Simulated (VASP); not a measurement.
Set up this calculation in VASP 6.6.1, as the native input.

```
Task                   : relaxation of cell and atoms
Functional             : PBE
Potentials or basis    : VASP PAW PBE potentials, release 64 (Al, N)
Cutoff                 : 600 eV
k mesh                 : 12 × 12 × 6
Occupations            : gaussian, width 0.03 eV
Spin                   : no spin polarisation
Further INCAR settings : ALGO = Normal; EDIFF = 1e-06; IBRION = 2; EDIFFG = -0.01; NSW = 90; ISIF = 3
```

The structure of AlN lies in POSCAR:

```
AlN
1.0
    3.1130000000      0.0000000000      0.0000000000
   -1.5565000000      2.6959370800      0.0000000000
    0.0000000000      0.0000000000      4.9810000000
Al N
2 2
Direct
    0.3333333300      0.6666666700      0.0000000000
    0.6666666700      0.3333333300      0.5000000000
    0.3333333300      0.6666666700      0.3800000000
    0.6666666700      0.3333333300      0.8800000000
```

The input as run:

INCAR

```
PREC = Accurate
ENCUT = 600
EDIFF = 1E-6
ISMEAR = 0
SIGMA = 0.03
LREAL = False
LASPH = True
NELM = 80
ALGO = Normal
ISIF = 3
LWAVE = False
LCHARG = False
GGA = PE
IBRION = 2
NSW = 90
EDIFFG = -0.01
```

KPOINTS

```
regular mesh
0
Gamma
  12 12 6
```

Potentials or basis: VASP PAW PBE potentials, release 64 (Al, N).

Command:

```console
$ cat potpaw_PBE.64/Al/POTCAR potpaw_PBE.64/N/POTCAR > POTCAR
$ mpirun -np 1 vasp_std > vasp.out
```

Results of the run:

```
Relaxed volume                         : 10.62 Å³/atom
Relaxed cell                           : a = 3.127 Å, b = 3.127 Å, c = 5.018 Å, α = 90.00°, β = 90.00°, γ = 120.00°
Space group after relaxing (to 0.05 Å) : P6_3mc (No. 186)
Energy gained by relaxing              : 2.1 meV/atom
Ionic steps                            : 3
Pressure after relaxing                : 0.0 GPa
Largest force after relaxing           : 0.004 eV/Å
Band gap on the k mesh                 : 4.07 eV, direct
```

Run time: 71 s on 1 thread of AMD EPYC 7R13 Processor (Zen 3), on a shared host, peak memory 0.17 GiB.
